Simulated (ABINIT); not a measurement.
GaN:

```
Ga N
1.0
     0.00000    2.25350    2.25350
     2.25350    0.00000    2.25350
     2.25350    2.25350    0.00000
Ga N
1 1
Direct
  0.00000 0.00000 0.00000
  0.25000 0.25000 0.25000
```

The cell is a database's computed one.

Base run:

```yaml
Program: ABINIT 10.8.3 (patched build)
Functional: BLYP
Potentials_or_basis: JTH PAW PBE v2.0
Cutoff: 844 eV
k_mesh: 10 × 10 × 10
Occupations: fermi-dirac, width 0.05 eV
Spin: no spin polarisation
```

Its results: band gap on the k mesh 1.84 eV, direct; pressure 10.8 GPa.

After a change of settings the same cell gave: band gap on the k mesh 1.72 eV, direct; pressure 4.9 GPa. Which change was it?
A. functional from BLYP to revPBE
B. functional from BLYP to r2SCAN
C. functional from BLYP to PW91
D. functional from BLYP to SCAN

C.

PW91 binds more tightly than BLYP, so the same cell stands under less pressure.

Caveats: the PAW data sets were made with another functional, which shifts forces and pressure a little.
